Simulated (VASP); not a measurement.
All values below come from PBEsol GGA, VASP's PBE PAW potentials (set 64) (plane waves; VASP 6.6.1).

VASP ran on this input.

INCAR:
```
SYSTEM = CaF2
PREC = Accurate
ENCUT = 620
EDIFF = 1E-6
NELM = 100
ALGO = Normal
LREAL = .FALSE.
LASPH = .TRUE.
ISMEAR = 0
SIGMA = 0.05
GGA = PS
LWAVE = .FALSE.
LCHARG = .FALSE.
IBRION = 2
ISIF = 3
NSW = 40
EDIFFG = -0.02
PSTRESS = 300
```

File KPOINTS:
```
Automatic
0
gamma
 7 7 7
0 0 0
```

**POSCAR**
```
CaF2
1.0
  0.0000000000   2.5725714671   2.5725714671
  2.5725714671   0.0000000000   2.5725714671
  2.5725714671   2.5725714671   0.0000000000
Ca F
1 2
direct
  0.0000000000   0.0000000000   0.0000000000
  0.2500000000   0.2500000000   0.2500000000
  0.7500000000   0.7500000000   0.7500000000
```

POTCAR, in this order: Ca_sv F (PBE.64 set). Program: vasp_std.

Output

File OSZICAR:
```
       N       E                     dE             d eps       ncg     rms          rms(c)
DAV:   1     0.249710286118E+03    0.24971E+03   -0.15826E+04   640   0.179E+03
DAV:   2    -0.812217524955E+01   -0.25783E+03   -0.25268E+03   792   0.429E+02
DAV:   3    -0.183057318222E+02   -0.10184E+02   -0.10175E+02   680   0.974E+01
DAV:   4    -0.186811036169E+02   -0.37537E+00   -0.37530E+00  1128   0.143E+01
DAV:   5    -0.186831232067E+02   -0.20196E-02   -0.20196E-02   688   0.107E+00    0.737E+00
DAV:   6    -0.175823733302E+02    0.11007E+01   -0.53495E+00   648   0.180E+01    0.292E+00
DAV:   7    -0.175642457568E+02    0.18128E-01   -0.15881E-01   816   0.377E+00    0.157E+00
DAV:   8    -0.175682290694E+02   -0.39833E-02   -0.27117E-02   776   0.216E+00    0.183E-01
DAV:   9    -0.175707703234E+02   -0.25413E-02   -0.56609E-03   800   0.658E-01    0.120E-01
DAV:  10    -0.175713351882E+02   -0.56486E-03   -0.87889E-04   872   0.231E-01    0.457E-02
DAV:  11    -0.175713420626E+02   -0.68744E-05   -0.14088E-04   712   0.127E-01    0.849E-03
DAV:  12    -0.175713460104E+02   -0.39478E-05   -0.14055E-05   848   0.348E-02    0.200E-03
DAV:  13    -0.175713463872E+02   -0.37676E-06   -0.97917E-07   664   0.895E-03
   1 F= -.11195424E+02 E0= -.11195424E+02  d E =-.111954E+02
       N       E                     dE             d eps       ncg     rms          rms(c)
DAV:   1    -0.191629844475E+02   -0.15916E+01   -0.53564E+01   760   0.785E+01    0.115E+01
DAV:   2    -0.171606180734E+02    0.20024E+01   -0.83175E+00   648   0.254E+01    0.324E+00
DAV:   3    -0.169498367151E+02    0.21078E+00   -0.46888E-01   992   0.858E+00    0.114E+00
DAV:   4    -0.169320325273E+02    0.17804E-01   -0.19791E-01  1056   0.374E+00    0.417E-01
DAV:   5    -0.169323077777E+02   -0.27525E-03   -0.23216E-03   728   0.527E-01    0.416E-01
DAV:   6    -0.169322365951E+02    0.71183E-04   -0.23253E-04   808   0.195E-01    0.447E-01
DAV:   7    -0.169358666297E+02   -0.36300E-02   -0.19920E-02   912   0.187E+00    0.696E-01
DAV:   8    -0.169356677789E+02    0.19885E-03   -0.89615E-02   768   0.419E+00    0.140E+00
DAV:   9    -0.169389363690E+02   -0.32686E-02   -0.19087E-02   784   0.193E+00    0.551E-01
DAV:  10    -0.169394723768E+02   -0.53601E-03   -0.46023E-03   848   0.903E-01    0.208E-01
DAV:  11    -0.169396413744E+02   -0.16900E-03   -0.76830E-04   824   0.330E-01    0.989E-02
DAV:  12    -0.169396698628E+02   -0.28488E-04   -0.64385E-05   984   0.849E-02    0.730E-02
DAV:  13    -0.169396862479E+02   -0.16385E-04   -0.10876E-04   800   0.149E-01    0.454E-03
DAV:  14    -0.169396866795E+02   -0.43161E-06   -0.10417E-05   792   0.374E-02    0.309E-03
DAV:  15    -0.169396869428E+02   -0.26321E-06   -0.86369E-07   360   0.104E-02
   2 F= -.11194117E+02 E0= -.11194117E+02  d E =0.130761E-02
       N       E                     dE             d eps       ncg     rms          rms(c)
DAV:   1    -0.178311473241E+02   -0.89146E+00   -0.13152E+01   800   0.395E+01    0.553E+00
DAV:   2    -0.173628145720E+02    0.46833E+00   -0.19813E+00   704   0.123E+01    0.160E+00
DAV:   3    -0.173070555894E+02    0.55759E-01   -0.10346E-01   936   0.406E+00    0.589E-01
DAV:   4    -0.173023378104E+02    0.47178E-02   -0.72335E-02  1000   0.208E+00    0.266E-01
DAV:   5    -0.173023819323E+02   -0.44122E-04   -0.80945E-04   744   0.300E-01    0.276E-01
DAV:   6    -0.173036821331E+02   -0.13002E-02   -0.12616E-03   944   0.446E-01    0.117E-01
DAV:   7    -0.173041290610E+02   -0.44693E-03   -0.49299E-04  1072   0.199E-01    0.437E-02
DAV:   8    -0.173041549287E+02   -0.25868E-04   -0.88067E-06   688   0.325E-02    0.203E-02
DAV:   9    -0.173041623393E+02   -0.74105E-05   -0.80683E-06  1000   0.227E-02    0.717E-03
DAV:  10    -0.173041630687E+02   -0.72942E-06   -0.19377E-06   520   0.186E-02
   3 F= -.11252214E+02 E0= -.11252214E+02  d E =-.567902E-01
```

File OUTCAR:
```
------------------------ aborting loop because EDIFF is reached ----------------------------------------
  FORCE on cell =-STRESS in cart. coord.  units (eV):
  Direction    XX          YY          ZZ          XY          YZ          ZX
  --------------------------------------------------------------------------------------
  Total        6.0325955      6.0325955      6.0325955      0.0000000      0.0000000      0.0000000
  in kB      299.0406464    299.0406464    299.0406464      0.0000000      0.0000000      0.0000000
  external PRESSURE =      -0.9593536 kB  Pullay stress =     300.0000000 kB
  volume of cell :       32.32
      direct lattice vectors                 reciprocal lattice vectors
     0.000000000  2.528239376  2.528239376    -0.197766084  0.197766084  0.197766084
     2.528239376 -0.000000000  2.528239376     0.197766084 -0.197766084  0.197766084
     2.528239376  2.528239376  0.000000000     0.197766084  0.197766084 -0.197766084
 POSITION                                       TOTAL-FORCE (eV/Angst)
 -----------------------------------------------------------------------------------
      0.00000     -0.00000      0.00000        -0.000000     -0.000000     -0.000000
      1.26412      1.26412      1.26412         0.000000      0.000000      0.000000
      3.79236      3.79236      3.79236        -0.000000     -0.000000     -0.000000
 -----------------------------------------------------------------------------------
    total drift:                                0.000000     -0.000000      0.000000
  FREE ENERGIE OF THE ION-ELECTRON SYSTEM (eV)
  ---------------------------------------------------
  free  energy   TOTEN  =       -17.3041630687 eV

  energy  without entropy=      -17.3041630687  energy(sigma->0) =      -17.30416307
  enthalpy is  TOTEN    =       -11.2522143325 eV   P V=        6.0519487362

 reached required accuracy - stopping structural energy minimisation
```
(Selected blocks of OUTCAR.)

CONTCAR:
```
CaF2
   1.00000000000000
     0.0000000000000000    2.5282393755653620    2.5282393755653620
     2.5282393755653620   -0.0000000000000000    2.5282393755653620
     2.5282393755653620    2.5282393755653620    0.0000000000000000
  Ca              F
     1     2
Direct
     0.0000000000000000    0.0000000000000000    0.0000000000000000
     0.2500000000000000    0.2500000000000000    0.2500000000000000
     0.7500000000000000    0.7500000000000000    0.7500000000000000
```

Energy and stress use the plane-wave basis of the starting cell.

The compound is CaF2 in the fluorite structure. This run relaxes it under an external pressure of 30 GPa. Symmetry was kept, so distortions that lower it aren't found.
